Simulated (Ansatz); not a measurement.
Isolated molecules relaxed with PBE0-D4/def2-TZVP in Ansatz; ΔE leaves out vibrations. CBS: MP2 limit from def2 TZ/QZ plus the TZ coupled-cluster correction, frozen cores. Functionals use def2-TZVPP. One conformer a species, not always the lowest.

Consider the substitution at a C–B bond: `CB(C)BN` + acetic acid → `COC(C)=O` + `CBBN`.

`CB(C)BN`:

Cartesian coordinates in Å:
```
C 0.555 -1.545 0.626
B 0.286 -0.045 0.245
C 1.514 0.930 0.156
B -1.288 0.512 0.008
N -1.990 0.480 -1.196
H 1.486 -1.711 1.177
H -0.267 -2.056 1.133
H 0.677 -2.062 -0.340
H 1.594 1.379 1.159
H 1.398 1.768 -0.536
H 2.470 0.430 -0.028
H -1.889 0.983 0.945
H -2.931 0.821 -1.292
H -1.614 0.117 -2.056
```

`CC(=O)O`:

Cartesian coordinates in Å:
```
C 0.000 0.550 0.787
C -0.188 -0.471 -0.289
O -0.895 -1.438 -0.228
O 0.548 -0.182 -1.380
H 1.053 0.601 1.069
H -0.284 1.536 0.414
H -0.607 0.287 1.649
H 0.372 -0.884 -2.022
```

`COC(C)=O`:

Cartesian coordinates in Å:
```
C 1.283 -0.898 -0.976
O 0.727 -0.175 0.117
C -0.562 0.170 -0.023
C -1.050 0.922 1.176
O -1.216 -0.103 -0.992
H 0.744 -1.833 -1.133
H 1.234 -0.308 -1.893
H 2.318 -1.095 -0.707
H -0.942 0.306 2.071
H -2.093 1.195 1.035
H -0.445 1.819 1.325
```

`CBBN`:

```xyz
11

C     1.013    1.313   -0.653
B    -0.197    0.785    0.184
B    -0.853   -0.751    0.045
N    -0.531   -1.867    0.813
H     1.622    2.052   -0.125
H     0.552    1.869   -1.486
H     1.657    0.553   -1.099
H    -0.749    1.599    0.885
H    -1.695   -0.925   -0.804
H    -0.967   -2.765    0.683
H     0.147   -1.863    1.556
```

Is it downhill or uphill in electronic energy at CCSD(T)/CBS, and by how much? (Best estimate.)

Ansatz gave: Uphill: ΔE = +0.94 eV.

What do these levels give: r2SCAN-D4, PBE0-D4, ωB97X-V, B2PLYP, PBE, MP2/def2-TZVPP? (Best estimate.)

Ansatz gave: r2SCAN-D4 0.95, PBE0-D4 0.97, ωB97X-V 0.88, B2PLYP 0.90, PBE 0.95, MP2/def2-TZVPP 0.97 eV.

Largest T1 diagnostic among the species: 0.015.

In def2-TZVPP, CCSD(T) changes the Hartree–Fock value by +0.13 eV (the triples alone add +0.01 eV) and MP2 by +0.19 eV.
